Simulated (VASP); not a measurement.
# Mg2Ge (Fm-3m) in VASP: notebook, part 2 of 2

VASP 6.6.1.

## 3. Electric field gradients, PBE

File INCAR:

```
PREC     = Accurate       # precision mode
ENCUT    = 520            # plane-wave cutoff, eV
EDIFF    = 1E-8           # SCF threshold, eV
ISMEAR   = -1             # smearing method
SIGMA    = 0.03           # smearing width, eV
LREAL    = F              # projectors in reciprocal space
LASPH    = T              # aspherical terms in the spheres
NELM     = 100            # most SCF steps
ALGO     = Normal         # electronic algorithm
ISIF     = 2              # what is computed and relaxed
LWAVE    = F              # write WAVECAR
LCHARG   = F              # write CHGCAR
GGA      = PE             # functional
LEFG     = T            
NBANDS   = 16             # bands
```

File KPOINTS:

```
Automatic mesh
0
Gamma
  10 10 10
```

File POSCAR:

```
Mg2Ge
1.0
    0.0000000000      3.1890000000      3.1890000000
    3.1890000000      0.0000000000      3.1890000000
    3.1890000000      3.1890000000      0.0000000000
Mg Ge
2 1
Direct
    0.2500000000      0.2500000000      0.2500000000
    0.7500000000      0.7500000000      0.7500000000
    0.0000000000      0.0000000000      0.0000000000
```

Potentials or basis: VASP PAW PBE potentials, release 64 (Mg, Ge_d).

Run with:

```bash
$ cat potpaw_PBE.64/Mg/POTCAR potpaw_PBE.64/Ge_d/POTCAR > POTCAR
$ mpirun -np 1 vasp_std > vasp.out
```

OUTCAR:

```text
PREC = Accurate
   ENCUT = 520
   EDIFF = 1E-8
   ISMEAR = -1
   LREAL = F
   LASPH = T
   NELM = 100
   ISIF = 2
   GGA = PE

 ion  position               nearest neighbor table
   1  0.250  0.250  0.250-   3 2.76   3 2.76   3 2.76   3 2.76   2 3.19   2 3.19   2 3.19   2 3.19
                             2 3.19   2 3.19
   2  0.750  0.750  0.750-   3 2.76   3 2.76   3 2.76   3 2.76   1 3.19   1 3.19   1 3.19   1 3.19
                             1 3.19   1 3.19
   3  0.000  0.000  0.000-   2 2.76   2 2.76   2 2.76   1 2.76   2 2.76   1 2.76   1 2.76   1 2.76

  LATTYP: Found a face centered cubic cell.
 ALAT       =     6.3780000000

  Lattice vectors:

 A1 = (   0.0000000000,   3.1890000000,   3.1890000000)
 A2 = (   3.1890000000,   0.0000000000,   3.1890000000)
 A3 = (   3.1890000000,   3.1890000000,   0.0000000000)

Analysis of symmetry for initial positions (statically):
=====================================================================
 Subroutine PRICEL returns:
 Original cell was already a primitive cell.

 Routine SETGRP: Setting up the symmetry group for a
 face centered cubic supercell.

 Subroutine GETGRP returns: Found 48 space group operations
 (whereof 48 operations were pure point group operations)
 out of a pool of 48 trial point group operations.

The static configuration has the point symmetry O_h .

Analysis of symmetry for dynamics (positions and initial velocities):
=====================================================================
 Subroutine PRICEL returns:
 Original cell was already a primitive cell.

 Routine SETGRP: Setting up the symmetry group for a
 face centered cubic supercell.

 Subroutine GETGRP returns: Found 48 space group operations
 (whereof 48 operations were pure point group operations)
 out of a pool of 48 trial point group operations.

The dynamic configuration has the point symmetry O_h .

 Subroutine INISYM returns: Found 48 space group operations
 (whereof 48 operations are pure point group operations),
 and found     1 'primitive' translations

----------------------------------------------------------------------------------------

                                     Primitive cell

  volume of cell :      64.8625

  direct lattice vectors                    reciprocal lattice vectors
     0.000000000  3.189000000  3.189000000    -0.156788962  0.156788962  0.156788962
     3.189000000  0.000000000  3.189000000     0.156788962 -0.156788962  0.156788962
     3.189000000  3.189000000  0.000000000     0.156788962  0.156788962 -0.156788962

  length of vectors
     4.509927050  4.509927050  4.509927050     0.271566448  0.271566448  0.271566448

  position of ions in fractional coordinates (direct lattice)
     0.250000000  0.250000000  0.250000000
     0.750000000  0.750000000  0.750000000
     0.000000000  0.000000000  0.000000000

  ion indices of the primitive-cell ions
   primitive index   ion index
                 1           1
                 2           2
                 3           3

[... 87 lines left out ...]
   EFERMI_NEDOS =   21; number of points for ismear=-14 and -15
   IALGO  =     38    algorithm
   IMIX   =      4    mixing-type and parameters
     AMIX     =   0.40;   BMIX     =  1.00
     AMIX_MAG =   1.60;   BMIX_MAG =  1.00
  volume/ion in A,a.u.               =      21.62       145.90
  Fermi-wavevector in a.u.,A,eV,Ry     =   1.067828  2.017902 15.514122  1.140256
  Thomas-Fermi vector in A             =   2.203456
   LORBIT       =      0    0 simple, 1 ext, 2 COOP (PROOUT), +10 PAW based schemes
   GGA     = PE    functional components
   LHFCALC =     F    Hartree Fock is set to
   AEXX    =    0.0000 exact exchange contribution
   IVDW    =     0    specifies the selected vdW correction
   LEPSILON=     F    determine dielectric tensor
   LRPA    =     F    only Hartree local field effects (RPA)
 non-spin polarized calculation
  energy-cutoff  :      520.00
  volume of cell :       64.86
 maximum number of plane-waves:      1807
 NGX is ok and might be reduce to    36
   NGX = 17   NGY = 17   NGZ = 17

 number of electron      18.0000009 magnetization

 Free energy of the ion-electron system (eV)
  ---------------------------------------------------
  ext. energy  EPLUGINS =         0.00000000
  ---------------------------------------------------
  free energy    TOTEN  =        -8.35847937 eV

  energy without entropy =       -8.35832972  energy(sigma->0) =       -8.35840455

 E-fermi :   3.6216     XC(G=0):  -9.0926

 val. band max:        3.5406867357   @ k =   0.0000   0.0000   0.0000
 cond. band min:       3.6860556581   @ k =   0.5000   0.5000   0.0000
 fundamental gap:      0.1453689224
 Fermi energy:         3.6215731712

 k-point     1 :       0.0000    0.0000    0.0000
  band No.  band energies     occupation
      1     -20.1535      2.00000
      2     -20.1535      2.00000
      3     -20.1535      2.00000
      4     -20.1353      2.00000
      5     -20.1353      2.00000
      6      -6.2168      2.00000
[... 433 lines left out ...]
      3     -20.1517      2.00000
      4     -20.1358      2.00000
      5     -20.1345      2.00000
      6      -4.9997      2.00000
[... 8 lines left out ...]
     15      11.6872      0.00000
     16      12.8728      0.00000

 [... further k-points ...]

------------------------ aborting loop because EDIFF is reached ----------------------------------------

  FORCE on cell =-STRESS in cart. coord.  units (eV):
  Direction    XX          YY          ZZ          XY          YZ          ZX
  --------------------------------------------------------------------------------------
  -------------------------------------------------------------------------------------
  Total        0.3706459      0.3706459      0.3706459      0.0000000      0.0000000      0.0000000
  in kB        9.1553767      9.1553767      9.1553767      0.0000000      0.0000000      0.0000000
  external PRESSURE =       9.1553767 kB  Pullay stress =       0.0000000 kB

 VOLUME and BASIS-vectors are now :
 -----------------------------------------------------------------------------
  energy-cutoff  :      520.00
  volume of cell :       64.86
      direct lattice vectors                 reciprocal lattice vectors
     0.000000000  3.189000000  3.189000000    -0.156788962  0.156788962  0.156788962
     3.189000000  0.000000000  3.189000000     0.156788962 -0.156788962  0.156788962
     3.189000000  3.189000000  0.000000000     0.156788962  0.156788962 -0.156788962

 POSITION                                       TOTAL-FORCE (eV/Angst)
 -----------------------------------------------------------------------------------
      1.59450      1.59450      1.59450         0.000000     -0.000000     -0.000000
      4.78350      4.78350      4.78350         0.000000      0.000000      0.000000
      0.00000      0.00000      0.00000        -0.000000      0.000000     -0.000000
 -----------------------------------------------------------------------------------
    total drift:                               -0.000000      0.000000      0.000000

  FREE ENERGIE OF THE ION-ELECTRON SYSTEM (eV)
  ---------------------------------------------------
  free  energy   TOTEN  =        -8.3584793739 eV

  energy  without entropy=       -8.3583297181  energy(sigma->0) =       -8.35840455

 Electric field gradients (V/A^2)
---------------------------------------------------------------------
 ion       V_xx      V_yy      V_zz      V_xy      V_xz      V_yz
---------------------------------------------------------------------
   1      -0.000    -0.000    -0.000    -0.000    -0.000    -0.000
   2      -0.000    -0.000    -0.000    -0.000    -0.000    -0.000
   3      -0.000     0.000    -0.000    -0.004    -0.004    -0.004
---------------------------------------------------------------------

 Electric field gradients after diagonalization (V/A^2)
 (convention: |V_zz| > |V_xx| > |V_yy|)
----------------------------------------------------------------------
 ion       V_xx      V_yy      V_zz     asymmetry (V_yy - V_xx)/ V_zz
----------------------------------------------------------------------
   1       0.000     0.000    -0.000       0.000
   2       0.000     0.000    -0.000       0.000
   3       0.004     0.004    -0.007       0.000
----------------------------------------------------------------------

           NMR quadrupolar parameters

 Cq : quadrupolar parameter    Cq=e*Q*V_zz/h
 eta: asymmetry parameters     (V_yy - V_xx)/ V_zz
 Q  : nuclear electric quadrupole moment in mb (millibarn)
----------------------------------------------------------------------
 ion       Cq(MHz)       eta       Q (mb)
----------------------------------------------------------------------
   1      -0.000       0.000       1.000
   2      -0.000       0.000       1.000
   3      -0.000       0.000       1.000
----------------------------------------------------------------------
```

It took 31 s on 1 thread of Intel Xeon Platinum 8559C (Emerald Rapids), shared host; peak memory 0.22 GiB.

What came out:

```yaml
Free_energy: -8.3585 eV
Pressure: 0.9 GPa
Band_gap_on_the_k_mesh: 0.15 eV, indirect (least direct gap 1.06 eV)
```

Levels at points of the mesh, in eV from the valence-band top:
| k point | band 7 | band 8 | band 9 | band 10 | band 11 | band 12 |
| --- | --- | --- | --- | --- | --- | --- |
| (0.00, 0.00, 0.00) | 0.00 | 0.00 | 0.00 | 1.06 | 2.83 | 2.83 |
| (0.50, 0.00, 0.00) | -4.86 | -0.74 | -0.74 | 1.02 | 2.76 | 2.76 |
| (0.50, 0.50, 0.00) | -4.53 | -2.01 | -2.01 | 0.15 | 0.56 | 7.91 |

Electric field gradients, principal values (V/Å²):
| atom | Vxx | Vyy | Vzz |
| --- | --- | --- | --- |
| 1 Mg | 0.000 | 0.000 | 0.000 |
| 2 Mg | 0.000 | 0.000 | 0.000 |
| 3 Ge | 0.004 | 0.004 | -0.007 |

A k mesh can miss the band edges. As with any semilocal functional, this PBE gap is likely too small.
